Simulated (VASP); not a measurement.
Write the native input for VASP 6.6.1 that does the following.

```yaml
Task: single point
Functional: HSE06
Potentials_or_basis: VASP PAW PBE potentials, release 64 (Cd, Te)
Cutoff: 520 eV
k_mesh: 4 × 4 × 4
Occupations: gaussian, width 0.02 eV
Spin: non-collinear spin, zero start, spin-orbit coupling
Starting_moments: "[[0.0, 0.0, 0.0], [0.0, 0.0, 0.0]] μB"
Grid_for_exact_exchange_PRECFOCK: Fast
Screening_parameter: 0.2 1/A
Further_INCAR_settings: ALGO = Normal; EDIFF = 1e-06; NBANDS = 30
```

Crystal: CdTe.

```xyz
2
Lattice="0.0000 3.2050 3.2050 3.2050 0.0000 3.2050 3.2050 3.2050 0.0000" Properties=species:S:1:pos:R:3 pbc="T T T"
Cd    0.0000    0.0000    0.0000
Te    1.6025    1.6025    1.6025
```

The input as run:

POSCAR

```
CdTe
1.0
    0.0000000000      3.2050000000      3.2050000000
    3.2050000000      0.0000000000      3.2050000000
    3.2050000000      3.2050000000      0.0000000000
Cd Te
1 1
Direct
    0.0000000000      0.0000000000      0.0000000000
    0.2500000000      0.2500000000      0.2500000000
```

INCAR.step1

```
SYSTEM = CdTe
ALGO = Normal ; EDIFF = 1E-5
ENCUT = 520 ; GGA = PE
GGA_COMPAT = .False. ; ISIF = 2
ISMEAR = 0 ; LASPH = .True.
LCHARG = .False. ; LORBIT = 11
LREAL = .False. ; LSORBIT = .True.
LWAVE = .True. ; MAGMOM = 0 0 0 0 0 0
NBANDS = 30 ; NELM = 60
PREC = Accurate ; SIGMA = 0.02
```

INCAR.step2

```
SYSTEM = CdTe
ALGO = Normal ; EDIFF = 1E-6
ENCUT = 520 ; GGA = PE
GGA_COMPAT = .False. ; HFSCREEN = 0.2
ISIF = 2 ; ISMEAR = 0
ISTART = 1 ; LASPH = .True.
LCHARG = .False. ; LHFCALC = .True.
LORBIT = 11 ; LREAL = .False.
LSORBIT = .True. ; LWAVE = .False.
MAGMOM = 0 0 0 0 0 0 ; NBANDS = 30
NELM = 60 ; PREC = Accurate
PRECFOCK = Fast ; SIGMA = 0.02
```

KPOINTS

```
k-points
0
Gamma
  4 4 4
  0 0 0
```

Potentials or basis: VASP PAW PBE potentials, release 64 (Cd, Te).

The run is started by

```sh
$ cat potpaw_PBE.64/Cd/POTCAR potpaw_PBE.64/Te/POTCAR > POTCAR
$ cp INCAR.step1 INCAR
$ mpirun -np 1 vasp_ncl > vasp.out
$ cp INCAR.step2 INCAR
$ mpirun -np 1 vasp_ncl > vasp.out
```

It gave:

| Property | Result |
| --- | --- |
| Pressure | 3.6 GPa |
| Net moment | 0.00 μB per cell |
| Valence electrons inside the program's atomic spheres | Cd 10.35; Te 3.59 |

Caveat: the k mesh is coarse (spacing up to 0.42 Å⁻¹), so the values aren't converged, least of all with exact exchange; the PAW data sets were made with another functional, which shifts forces and pressure a little.

It took 23 min on 1 thread of Intel(R) Xeon(R) Platinum 8488C (Sapphire Rapids), on a shared host, peak memory 0.5 GiB.
